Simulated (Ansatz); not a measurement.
Bi under changes of volume

One of the cells (34.026 Å³/atom); the others are scaled copies at fixed shape and fractional positions:

```
Bi
1.0
     3.48860   -3.13258    0.00000
     3.48860    3.13258    0.00000
    -1.26023    0.00000    3.11355
Bi
2
Cartesian
  4.1738 0.0000 2.6695
  1.5432 0.0000 0.4440
```

This isn't the form of Bi at room conditions, which is rhombohedral.

- Program: Ansatz 0.2.0
- Functional: LDA
- Potentials or basis: all-electron LAPW, scalar-relativistic
- Cutoff: 190 eV (chosen from the basis error)
- Basis error allowed: 0.001 eV/atom
- k mesh: 6 × 6 × 9
- Occupations: fermi-dirac, width 0.05 eV
- Spin: no spin polarisation

| volume (Å³/atom) | energy over the lowest point (meV/atom) | pressure (GPa) | largest force (eV/Å) |
| --- | --- | --- | --- |
| 31.984 | 0.00 | -0.6 | 0.004 |
| 32.665 | 5.20 | -1.8 | 0.035 |
| 33.345 | 14.91 | -2.8 | 0.063 |
| 34.026 | 28.60 | -3.6 | 0.091 |
| 34.706 | 45.82 | -4.4 | 0.116 |
| 35.387 | 66.15 | -5.1 | 0.140 |
| 36.067 | ? | ? | ? |

Question: What does the run at 36.067 Å³/atom give?

Answer: Energy over the lowest point 89.22 meV/atom; pressure -5.7 GPa; largest force 0.163 eV/Å.

Worked out: A Birch-Murnaghan fit of order 3 (a polynomial in V^(-2/3)) to the other rows has its minimum at 31.63 Å³/atom, just outside them, with B0 = V·E''(V) = 60 GPa and B' = 4.8 at fixed shape and positions, which overstates the stiffness. It gives 89.20 meV/atom at 36.067 Å³/atom, against the run's 89.22, and -dE/dV = -5.7 GPa, against -5.7.

Energies are extrapolated to zero smearing.
